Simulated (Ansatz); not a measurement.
**ZrO2: enthalpy against pressure**

ZrO2, P4_2/nmc, a = 3.585 Å, c = 5.177 Å. This isn't the usual stable structure of the compound. Ansatz: PBEsol, PAW, 420 eV, Γ-centred 6×6×6 mesh on 6 atoms, Gaussian smearing 0.02 eV; no spin polarisation. Cell and atoms are relaxed at each pressure, and no other structure is tried, so the rows at high pressure may lie past a change of phase. y is the enthalpy over the state at zero pressure; there V0 = 11.087 Å³/atom. The pressures are the targets, met within 0.03 GPa.

```tsv
P (GPa)	y (eV/atom)
-1.0	-0.0694
0.0	0.0000
1.0	0.0690
4.0	0.2739
12.0	0.8065
25.0	1.6370
50.0	?
90.0	5.3891
```

Task: Fit y = c1 P + c2 P² + c3 P³ to the other rows, say what c1 and c2 mean, and predict the missing value.

Result: Least squares on the rows shown. y = 0.069028 P − 0.00015751 P² + 6.2065×10⁻⁷ P³. Since dH/dP = V, c1 is V0: 0.069028 eV/GPa × 160.2 = 11.058 Å³ against 11.087; c2 = −V0/(2B0) gives B0 = 219 GPa, where a Birch–Murnaghan fit to the volumes of the same runs (not shown) gives 183 GPa: a cubic over this range folds the higher terms into c2. Above P = −c2/(3 c3) = 85 GPa the cubic's slope, the volume, would rise with pressure, so the form fails there. At P = 50.0 the fit asked for gives 3.1352 eV/atom. The run gave 3.1441 eV/atom, so the fit is 0.0089 eV/atom too low, 0.16 % of the span of the series, against an rms of 0.0002 eV/atom on the fitted rows. With a term in P⁴ added, a fit to the same known rows predicts 3.1504 eV/atom, a smaller miss on the other side.

The mesh isn't the same in all rows (6×6×6, 8×8×6).

Cost: 8 runs of about 2.7 core-minutes in all, on AMD EPYC 7B13 (Zen 3) (shared hosts).